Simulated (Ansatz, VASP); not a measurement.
SiO2 in VASP and in Ansatz

Contents of INCAR:

```
SYSTEM = SiO2
PREC = Accurate
ENCUT = 520
EDIFF = 1E-7
ISMEAR = 0
SIGMA = 0.05
LREAL = .FALSE.
LASPH = .TRUE.
NELM = 100
ALGO = Normal
ISIF = 2
LWAVE = .FALSE.
LCHARG = .TRUE.
GGA = CA
LELF = .TRUE.
LVHAR = .TRUE.
NBANDS = 25
```

KPOINTS

```
regular mesh
0
G
  6 6 8
  0 0 0
```

The input POSCAR:

```
SiO2
1.0
    4.0305000000      0.0000000000      0.0000000000
    0.0000000000      4.0305000000      0.0000000000
    0.0000000000      0.0000000000      2.4058000000
Si O
2 4
Direct
    0.5000000000      0.5000000000      0.5000000000
    0.0000000000      0.0000000000      0.0000000000
    0.6944252994      0.6944252994      0.0000000000
    0.1944252994      0.8055747006      0.5000000000
    0.3055747006      0.3055747006      0.0000000000
    0.8055747006      0.1944252994      0.5000000000
```

Input for Ansatz:

```yaml
crystal:
  lattice:
    - [4.0305, 0.0, 0.0]
    - [0.0, 4.0305, 0.0]
    - [0.0, 0.0, 2.4058]
  atoms:
    - { symbol: Si, position: [0.5, 0.5, 0.5] }
    - { symbol: Si, position: [0.0, 0.0, 0.0] }
    - { symbol: O, position: [0.6944252994, 0.6944252994, 0.0] }
    - { symbol: O, position: [0.1944252994, 0.8055747006, 0.5] }
    - { symbol: O, position: [0.3055747006, 0.3055747006, 0.0] }
    - { symbol: O, position: [0.8055747006, 0.1944252994, 0.5] }
basis:
  ecutwfc: 520.0
kpoints:
  mp_grid: { grid: [6, 6, 8] }
hamiltonian:
  xc: lda
  pseudopotentials: { kind: paw, azcp: { folder: soft_1 } }
scf:
  occupations: { method: gaussian, width: 0.05 }
output:
  forces: true
  stress: true
  eigenvalues: true
```

Alike in both runs: task single point; functional LDA; k mesh 6 × 6 × 8; occupations gaussian, width 0.05 eV; no spin polarisation.

|  | VASP | Ansatz |
| --- | --- | --- |
| version | VASP 6.6.1 | Ansatz 0.2.0 |
| potentials or method | VASP PAW LDA potentials, release 64 (Si, O) | scalar-relativistic, plane waves, PAW |
| plane-wave cutoff (eV) | 520 | 520 |
| valence electrons in the cell | 32 | 32 |

```csv
,VASP,Ansatz,Ansatz less VASP
gap on the k mesh at the Fermi level (eV),8.23,8.28,+0.053
least direct gap on the mesh (eV),8.23,8.28,+0.053
rms of the force components (eV/Å),0.710,0.668,-0.0417
```

Atom by atom the forces differ by 0.042 eV/Å (rms over components). Ansatz warned: «pseudo_functional_mismatch».

Caveats: forces of over 1 eV/Å show positions far from the minimum, so gaps and moduli don't describe the material at rest. A k mesh can miss the band edges. Expect the measured gap to be larger: semilocal functionals such as LDA lack the derivative discontinuity.
